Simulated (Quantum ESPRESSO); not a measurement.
# PtSe2 (Sudovikovite) (P-3m1) in Quantum ESPRESSO: further runs

Aim: see how the results for PtSe2 (Sudovikovite) move with the level of theory and the settings. Levels: PBE, LDA. Tasks: phonons, Wannier functions.

All numbers are computed with Quantum ESPRESSO 7.5; they aren't measurements. Logs are shortened: lines on timing, memory, paths and dates and some standing lists are left out, and cuts for length are marked.

### 1 The crystal as given

It takes space group P-3m1 (No. 164, trigonal). Conventional cell: a = 3.724 Å, b = 3.724 Å, c = 5.062 Å, α = 90.00°, β = 90.00°, γ = 120.00°. Pt (site symmetry -3m) is surrounded by 6 Se at 2.49 Å. Se (site symmetry 3m) is surrounded by 3 Pt at 2.49 Å.

### 2 Phonons, PBE

Input file pw.in:

```
&CONTROL
  calculation = 'scf'
  prefix = 'pwscf'
  outdir = './tmp'
  pseudo_dir = './pseudo'
  tprnfor = .true.
  tstress = .true.
  disk_io = 'low'
/
&SYSTEM
  ibrav = 0
  nat = 3
  ntyp = 2
  ecutwfc = 55
  ecutrho = 440
  nbnd = 21
  occupations = 'smearing'
  smearing = 'fd'
  degauss = 0.00367493
/
&ELECTRONS
  conv_thr = 6d-10
  electron_maxstep = 120
  mixing_beta = 0.5
/
ATOMIC_SPECIES
Pt   195.0840 pt_pbe_v1.4.uspp.F.UPF
Se    78.9710 Se_pbe_v1.uspp.F.UPF
CELL_PARAMETERS angstrom
   3.7240000000    0.0000000000    0.0000000000
  -1.8620000000    3.2250786037    0.0000000000
   0.0000000000    0.0000000000    5.0620000000
ATOMIC_POSITIONS crystal
Pt     0.0000000000    0.0000000000    0.0000000000
Se     0.6666666667    0.3333333333    0.7500000000
Se     0.3333333333    0.6666666667    0.2500000000
K_POINTS automatic
8 8 4 0 0 1
```

Input file relax.in:

```
&CONTROL
  calculation = 'vc-relax'
  prefix = 'pwscf'
  outdir = './tmp'
  pseudo_dir = './pseudo'
  tprnfor = .true.
  tstress = .true.
  disk_io = 'low'
  nstep = 40
  forc_conv_thr = 0.0001
  etot_conv_thr = 1d-06
/
&SYSTEM
  ibrav = 0
  nat = 3
  ntyp = 2
  ecutwfc = 55
  ecutrho = 440
  nbnd = 21
  occupations = 'smearing'
  smearing = 'fd'
  degauss = 0.00367493
/
&ELECTRONS
  conv_thr = 6d-10
  electron_maxstep = 120
  mixing_beta = 0.5
/
&IONS
  ion_dynamics = 'bfgs'
/
&CELL
  cell_dynamics = 'bfgs'
  press = 0
  press_conv_thr = 0.2
/
ATOMIC_SPECIES
Pt   195.0840 pt_pbe_v1.4.uspp.F.UPF
Se    78.9710 Se_pbe_v1.uspp.F.UPF
CELL_PARAMETERS angstrom
   3.7240000000    0.0000000000    0.0000000000
  -1.8620000000    3.2250786037    0.0000000000
   0.0000000000    0.0000000000    5.0620000000
ATOMIC_POSITIONS crystal
Pt     0.0000000000    0.0000000000    0.0000000000
Se     0.6666666667    0.3333333333    0.7500000000
Se     0.3333333333    0.6666666667    0.2500000000
K_POINTS automatic
8 8 4 0 0 1
```

Input file scf2.in:

```
&CONTROL
  calculation = 'scf'
  prefix = 'pwscf'
  outdir = './tmp'
  pseudo_dir = './pseudo'
  tprnfor = .true.
  tstress = .true.
  disk_io = 'low'
/
&SYSTEM
  ibrav = 0
  nat = 3
  ntyp = 2
  ecutwfc = 55
  ecutrho = 440
  nbnd = 21
  occupations = 'fixed'
/
&ELECTRONS
  conv_thr = 1d-13
  electron_maxstep = 120
  mixing_beta = 0.5
  startingpot = 'file'
  startingwfc = 'file'
/
ATOMIC_SPECIES
Pt   195.0840 pt_pbe_v1.4.uspp.F.UPF
Se    78.9710 Se_pbe_v1.uspp.F.UPF
CELL_PARAMETERS angstrom
   3.7563986244    0.0000000000    0.0000000000
  -1.8781993122    3.2531366355    0.0000000000
   0.0000000000    0.0000000000    6.0069230688
ATOMIC_POSITIONS crystal
Pt     0.0000000000    0.0000000000    0.0000000000
Se     0.6666666667    0.3333333333    0.7832125657
Se     0.3333333333    0.6666666667    0.2167874343
K_POINTS automatic
8 8 4 0 0 1
```

Input file ph.in:

```
phonons of PtSe2
&INPUTPH
  prefix = 'pwscf'
  outdir = './tmp'
  tr2_ph = 1d-16
  fildyn = 'dyn'
  niter_ph = 60
  alpha_mix(1) = 0.7
  epsil = .true.
/
0.0000000000 0.0000000000 0.0000000000
```

Input file dynmat.in:

```
&INPUT
  fildyn = 'dyn'
  asr = 'crystal'
  lperm = .true.
  filout = 'dynmat.disp'
  fileig = 'dynmat.eig'
/
```

Input file dynmat_lo.in:

```
&INPUT
  fildyn = 'dyn'
  asr = 'crystal'
  filout = 'dynmat_lo.disp'
  fileig = 'dynmat_lo.eig'
  q(1) = 0
  q(2) = 0
  q(3) = 1
/
```

Potentials or basis: SSSP 1.3 efficiency PBE.

The run is started by

```
OMP_NUM_THREADS=1 pw.x -in pw.in > pw.out
OMP_NUM_THREADS=1 pw.x -in relax.in > relax.out
OMP_NUM_THREADS=1 pw.x -in scf2.in > scf2.out
OMP_NUM_THREADS=1 ph.x -in ph.in > ph.out
OMP_NUM_THREADS=1 dynmat.x -in dynmat.in > dynmat.out
OMP_NUM_THREADS=1 dynmat.x -in dynmat_lo.in > dynmat_lo.out
```

pw.out:

```text
This program is part of the open-source Quantum ESPRESSO suite
     for quantum simulation of materials; please cite
[... 9 lines left out ...]
     --------------------
     sticks:   dense  smooth     PW     G-vecs:    dense   smooth      PW
     Sum        1507     745    211                64041    22605    3547

     Using Slab Decomposition

     bravais-lattice index     =            0
     lattice parameter (alat)  =       7.0373  a.u.
     unit-cell volume          =     410.2690 (a.u.)^3
     number of atoms/cell      =            3
     number of atomic types    =            2
     number of electrons       =        28.00
     number of Kohn-Sham states=           21
     kinetic-energy cutoff     =      55.0000  Ry
     charge density cutoff     =     440.0000  Ry
     scf convergence threshold =      6.0E-10
     mixing beta               =       0.5000
     number of iterations used =            8  plain     mixing
     Exchange-correlation= SLA  PW   PBE  PBE
                           (   1   4   3   4   0   0   0)

     celldm(1)=   7.037340  celldm(2)=   0.000000  celldm(3)=   0.000000
     celldm(4)=   0.000000  celldm(5)=   0.000000  celldm(6)=   0.000000

     crystal axes: (cart. coord. in units of alat)
               a(1) = (   1.000000   0.000000   0.000000 )
               a(2) = (  -0.500000   0.866025   0.000000 )
               a(3) = (   0.000000   0.000000   1.359291 )

     reciprocal axes: (cart. coord. in units 2 pi/alat)
               b(1) = (  1.000000  0.577350 -0.000000 )
               b(2) = (  0.000000  1.154701  0.000000 )
               b(3) = (  0.000000 -0.000000  0.735678 )

     PseudoPot. # 1 for Pt read from file:
     pt_pbe_v1.4.uspp.F.UPF
     Pseudo is Ultrasoft + core correction, Zval = 16.0
     Generated by new atomic code, or converted to UPF format
     Using radial grid of  985 points,  6 beta functions with:
                l(1) =   0
                l(2) =   0
                l(3) =   1
                l(4) =   1
                l(5) =   2
                l(6) =   2
     Q(r) pseudized with  8 coefficients,  rinner =    1.300   1.300   1.300
                                                       1.300   1.300

     PseudoPot. # 2 for Se read from file:
     Se_pbe_v1.uspp.F.UPF
     Pseudo is Ultrasoft + core correction, Zval =  6.0
     Generated by new atomic code, or converted to UPF format
     Using radial grid of  877 points,  6 beta functions with:
                l(1) =   0
                l(2) =   0
                l(3) =   1
                l(4) =   1
                l(5) =   2
                l(6) =   2
     Q(r) pseudized with  8 coefficients,  rinner =    1.300   1.300   1.300
                                                       1.300   1.300

     atomic species   valence    mass     pseudopotential
     Pt               16.00   195.08400     Pt( 1.00)
     Se                6.00    78.97100     Se( 1.00)

     12 Sym. Ops., with inversion, found

   Cartesian axes

     site n.     atom                  positions (alat units)
         1        Pt     tau(   1) = (   0.0000000   0.0000000   0.0000000  )
         2        Se     tau(   2) = (   0.5000000   0.2886751   1.0194683  )
         3        Se     tau(   3) = (  -0.0000000   0.5773503   0.3398228  )

     number of k points=    30  Fermi-Dirac smearing, width (Ry)=  0.0037
                       cart. coord. in units 2pi/alat
        k(    1) = (   0.0000000   0.0000000   0.0919597), wk =   0.0156250
        k(    2) = (   0.0000000   0.0000000   0.2758791), wk =   0.0156250
        k(    3) = (   0.0000000   0.1443376   0.0919597), wk =   0.0468750
        k(    4) = (   0.0000000   0.1443376   0.2758791), wk =   0.0468750
        k(    5) = (   0.0000000   0.2886751   0.0919597), wk =   0.0468750
        k(    6) = (   0.0000000   0.2886751   0.2758791), wk =   0.0468750
[... 22 lines left out ...]
        k(   29) = (  -0.1250000   0.5051815  -0.0919597), wk =   0.0937500
        k(   30) = (  -0.1250000   0.5051815  -0.2758791), wk =   0.0937500

     Dense  grid:    64041 G-vectors     FFT dimensions: (  48,  48,  64)

     Smooth grid:    22605 G-vectors     FFT dimensions: (  36,  36,  45)

     Initial potential from superposition of free atoms

     starting charge      27.4998, renormalised to      28.0000

     negative rho (up, down):  1.852E-01 0.000E+00
     Starting wfcs are   20 randomized atomic wfcs +    1 random wfcs

     Self-consistent Calculation

     iteration #  1     ecut=    55.00 Ry     beta= 0.50
     Davidson diagonalization with overlap
     ethr =  1.00E-02,  avg # of iterations =  5.3

     negative rho (up, down):  1.706E-01 0.000E+00

     total energy              =    -296.99447084 Ry
     estimated scf accuracy    <       2.05204306 Ry

     iteration #  2     ecut=    55.00 Ry     beta= 0.50
     Davidson diagonalization with overlap
     ethr =  7.33E-03,  avg # of iterations =  2.0

     negative rho (up, down):  1.743E-01 0.000E+00

     total energy              =    -297.61874682 Ry
     estimated scf accuracy    <       2.75443964 Ry
[... 55 lines left out ...]
     iteration #  9     ecut=    55.00 Ry     beta= 0.50
     Davidson diagonalization with overlap
     ethr =  3.43E-10,  avg # of iterations =  4.7

     negative rho (up, down):  1.723E-01 0.000E+00

     total energy              =    -297.98081279 Ry
     estimated scf accuracy    <       0.00000002 Ry

     iteration # 10     ecut=    55.00 Ry     beta= 0.50
     Davidson diagonalization with overlap
     ethr =  6.35E-11,  avg # of iterations =  2.1

     negative rho (up, down):  1.723E-01 0.000E+00

     End of self-consistent calculation

          k = 0.0000 0.0000 0.0920 (  2813 PWs)   bands (ev):

   -42.6476 -42.6476 -42.5598  -4.4395  -1.8157   4.2391   4.7391   4.7391
     7.1900   7.1900   8.6276  10.0800  10.0800  11.2459  12.8139  12.8139
    14.9596  15.8239  18.4730  18.4730  22.6885

          k = 0.0000 0.0000 0.2759 (  2842 PWs)   bands (ev):

   -42.6476 -42.6476 -42.5598  -4.0522  -2.5719   4.7763   4.7763   5.4370
     7.1682   7.1682   8.4207   9.7623   9.7757   9.7757  13.4072  13.4072
    15.7848  17.2852  18.1056  18.1056  20.6607

          k = 0.0000 0.1443 0.0920 (  2830 PWs)   bands (ev):

   -42.6494 -42.6481 -42.5595  -4.2668  -1.8691   4.2954   4.8291   4.9830
     6.8926   7.0906   8.2669   9.4705  10.1409  11.3956  12.3724  12.4443
    15.8688  16.3784  18.1651  19.4010  20.3855
[... 19 lines left out ...]
          k = 0.0000 0.4330 0.0920 (  2819 PWs)   bands (ev):

   -42.6580 -42.6502 -42.5582  -3.1973  -2.1778   4.1628   5.2707   5.2794
     6.4532   7.1629   7.5762   8.5977   8.6403   9.4537  11.6619  13.0663
    15.6870  16.7462  19.3056  19.7161  20.7775

          k = 0.0000 0.4330 0.2759 (  2825 PWs)   bands (ev):

   -42.6580 -42.6502 -42.5582  -3.0215  -2.3366   3.8945   4.9324   5.1817
     6.7311   7.2260   7.7497   8.4217   9.0236  10.3580  11.7852  12.2268
    15.2150  16.3329  19.7927  20.8800  21.3596

          k = 0.0000-0.5774 0.0920 (  2820 PWs)   bands (ev):

   -42.6598 -42.6506 -42.5579  -2.6864  -2.5070   3.8319   5.3663   5.7588
     6.8441   7.5694   7.6919   7.7855   7.8522   8.4429  12.1273  13.3587
    15.7337  16.6977  18.9437  19.1617  21.8706

          k = 0.0000-0.5774 0.2759 (  2836 PWs)   bands (ev):

   -42.6598 -42.6506 -42.5580  -2.7598  -2.3495   3.5907   5.2229   5.4024
     6.3686   7.6670   7.6963   7.9777   8.2583   9.5708  12.4075  12.8235
    15.2781  16.2904  19.0668  20.8895  21.0493

          k = 0.1250 0.2165 0.0920 (  2828 PWs)   bands (ev):

   -42.6522 -42.6490 -42.5591  -3.9384  -1.9793   4.5326   5.0160   5.2862
     6.4546   6.7310   7.8781   9.2375   9.4113  10.6864  12.3846  12.6797
    16.5560  17.1674  18.4277  19.2074  20.1820

          k = 0.1250 0.2165 0.2759 (  2833 PWs)   bands (ev):

   -42.6522 -42.6490 -42.5591  -3.5780  -2.5292   4.4537   5.0043   5.7216
     6.5398   6.7000   7.9332   9.3075   9.8874  10.3942  11.6220  12.6960
    16.4306  17.3744  18.5000  19.4019  20.0807

          k = 0.1250 0.3608 0.0920 (  2826 PWs)   bands (ev):
[... 71 lines left out ...]
          k = 0.0000 0.4330-0.0920 (  2819 PWs)   bands (ev):

   -42.6580 -42.6502 -42.5582  -3.1057  -2.3263   4.4494   5.3588   5.7611
     6.0673   7.0297   7.5732   8.2131   8.5769   8.6080  12.7866  13.3934
    15.7615  17.3250  18.9947  19.0843  20.6099

          k = 0.0000 0.4330-0.2759 (  2825 PWs)   bands (ev):

   -42.6580 -42.6502 -42.5582  -2.8073  -2.6086   4.1569   5.1508   5.2488
     6.5232   7.1189   7.9451   7.9649   8.9063   9.3550  12.5416  12.9524
    15.5744  16.8685  18.8985  20.5744  20.8233

          k =-0.1250 0.3608-0.0920 (  2826 PWs)   bands (ev):

   -42.6561 -42.6505 -42.5584  -3.3623  -2.1855   4.9436   5.2209   5.3067
     6.0456   6.5077   7.7256   8.3388   8.8106   9.7948  12.5161  12.8298
    16.2627  18.1091  18.3144  19.5415  20.1385

          k =-0.1250 0.3608-0.2759 (  2818 PWs)   bands (ev):

   -42.6561 -42.6505 -42.5584  -3.0430  -2.5453   4.5093   4.8302   5.5482
     6.4534   6.6291   7.8477   8.5827   9.2397   9.5495  11.8696  13.0584
    16.5829  17.2881  19.2137  19.4337  20.4474

          k =-0.1250 0.5052-0.0920 (  2832 PWs)   bands (ev):

   -42.6588 -42.6516 -42.5580  -2.7447  -2.4519   4.1374   5.2498   6.0202
     6.1541   6.7782   7.6996   7.7906   8.3291   9.2019  12.2641  12.6278
    15.9130  17.6462  18.3669  20.4225  20.7644

          k =-0.1250 0.5052-0.2759 (  2817 PWs)   bands (ev):

   -42.6588 -42.6516 -42.5580  -2.6282  -2.5125   3.9340   5.0023   5.7341
     6.2387   6.9314   7.6925   7.7966   8.7836   9.2846  12.1330  13.3409
    15.9973  17.0610  19.0171  20.1541  20.6936

     the Fermi energy is    11.3502 ev

!    total energy              =    -297.98081280 Ry
     estimated scf accuracy    <          3.3E-10 Ry
     smearing contrib. (-TS)   =      -0.00055216 Ry
     internal energy E=F+TS    =    -297.98026064 Ry

     The total energy is F=E-TS. E is the sum of the following terms:
     one-electron contribution =     -90.32122777 Ry
     hartree contribution      =      60.57512967 Ry
     xc contribution           =    -116.37024753 Ry
     ewald contribution        =    -151.86391500 Ry

     convergence has been achieved in  10 iterations

     negative rho (up, down):  1.723E-01 0.000E+00

     Forces acting on atoms (cartesian axes, Ry/au):

     atom    1 type  1   force =     0.00000000   -0.00000000    0.00000000
     atom    2 type  2   force =    -0.00000000   -0.00000000   -0.02224616
     atom    3 type  2   force =    -0.00000000   -0.00000000    0.02224616

     Total force =     0.031461     Total SCF correction =     0.000020

     Computing stress (Cartesian axis) and pressure

     negative rho (up, down):  1.723E-01 0.000E+00
          total   stress  (Ry/bohr**3)                   (kbar)     P=       70.78
   0.00052558  -0.00000000  -0.00000000           77.32       -0.00       -0.00
  -0.00000000   0.00052558  -0.00000000           -0.00       77.32       -0.00
   0.00000000   0.00000000   0.00039232            0.00        0.00       57.71

=------------------------------------------------------------------------------=
   JOB DONE.
=------------------------------------------------------------------------------=
```

Wall time 34 min (1 thread of Arm Neoverse V2, shared host); peak memory 0.34 GiB.

What came out:

```
Free energy                                             : -4054.3392 eV
Relaxed volume                                          : 24.47 Å³/atom
Relaxed cell                                            : a = 3.756 Å, b = 3.756 Å, c = 6.007 Å, α = 90.00°, β = 90.00°, γ = 120.00°
Space group after relaxing (to 0.05 Å)                  : P-3m1 (No. 164)
Pressure after relaxing                                 : 0.0 GPa
Electronic dielectric tensor (diagonal)                 : 19.17, 19.17, 7.63
Born charges (mean of the diagonal)                     : Pt +1.61; Se -0.79 e
Highest phonon frequency at Γ, LO-TO splitting left out : 222 cm⁻¹
Static dielectric tensor (diagonal)                     : 20.25, 20.25, 7.63
```

The path:
```
step  energy change (eV)  largest force (eV/Å)  pressure (GPa)  volume (Å³)
   1              0.0000                0.5720            7.08        60.80
   2             -0.0658                0.0149            1.52        63.02
   3             -0.0693                0.0954            0.32        63.64
   4             -0.0700                0.1084            0.05        63.87
   5             -0.0708                0.1060           -0.09        64.05
   6             -0.0717                0.0938           -0.18        64.27
   7             -0.0730                0.0708           -0.23        64.56
   8             -0.0746                0.0350           -0.24        64.98
   9             -0.0764                0.0103           -0.20        65.54
  10             -0.0783                0.0632           -0.10        66.29
  11             -0.0806                0.1218            0.06        67.33
  12             -0.0839                0.1789            0.30        68.75
  13             -0.0890                0.2065            0.56        70.59
  14             -0.0955                0.1283            0.50        72.29
  15             -0.0974                0.0027            0.09        72.75
  16             -0.0975                0.0029            0.08        72.98
  17             -0.0975                0.0019            0.03        73.34
  18             -0.0975                0.0004            0.01        73.41
```

Final structure:
```cif
data_structure
_symmetry_space_group_name_H-M 'P 1'
_symmetry_Int_Tables_number 1
_cell_length_a 3.7564
_cell_length_b 3.7564
_cell_length_c 6.0069
_cell_angle_alpha 90.000
_cell_angle_beta 90.000
_cell_angle_gamma 120.000
_cell_volume 73.41
loop_
_atom_site_label
_atom_site_type_symbol
_atom_site_fract_x
_atom_site_fract_y
_atom_site_fract_z
_atom_site_occupancy
Pt1 Pt 0.00000 0.00000 0.00000 1
Se1 Se 0.66667 0.33333 0.78321 1
Se2 Se 0.33333 0.66667 0.21679 1
```

Phonon frequencies in cm⁻¹ (negative: imaginary):
```
              q point                     frequencies
(0.000, 0.000, 0.000)  1 1 12 169 169 195 211 211 222
```

Electronic dielectric tensor:
```
19.17  0.00  0.00
 0.00 19.17  0.00
 0.00  0.00  7.63
```

Born effective charge tensors (e):
atom 1, Pt
```
 2.50  0.00  0.00
 0.00  2.50  0.00
 0.00  0.00 -0.18
```
atom 2, Se
```
-1.24  0.00  0.00
 0.00 -1.24  0.00
 0.00  0.00  0.11
```
atom 3, Se
```
-1.24  0.00  0.00
 0.00 -1.24  0.00
 0.00  0.00  0.11
```

Optical modes at Γ, degenerate ones joined, polar ones without the macroscopic field:
| cm⁻¹ | components | symmetry | active in | IR intensity, summed ((D/Å)²/amu) |
| --- | --- | --- | --- | --- |
| 169 | 2 | Eg | Raman | 0.00 |
| 195 | 1 | A1g | Raman | 0.00 |
| 211 | 2 | Eu | IR | 3.29 |
| 222 | 1 | A2u | IR | 0.01 |

Static dielectric tensor, electrons and zone-centre modes:
```
20.25  0.00  0.00
 0.00 20.25  0.00
 0.00  0.00  7.63
```

Caveat: the mesh is thin for the dielectric tensor, Born charges and intensities, which usually come out too large; the volume moved by over 15 % at a fixed basis, so the end points are rough; the layers were relaxed without a dispersion term, so their spacing and the soft interlayer modes are unreliable; the shifted mesh misses Γ, where the gap is smaller or closed, so treating the crystal as an insulator may be wrong and the dielectric response too small; this functional lacks dispersion, which binds the layers, so the pressure and a relaxed spacing across them are unreliable, and here the layers came unbound. The run has no spin-orbit coupling, so splittings on Pt are missing.

(Part 1 of 3 ends here.)
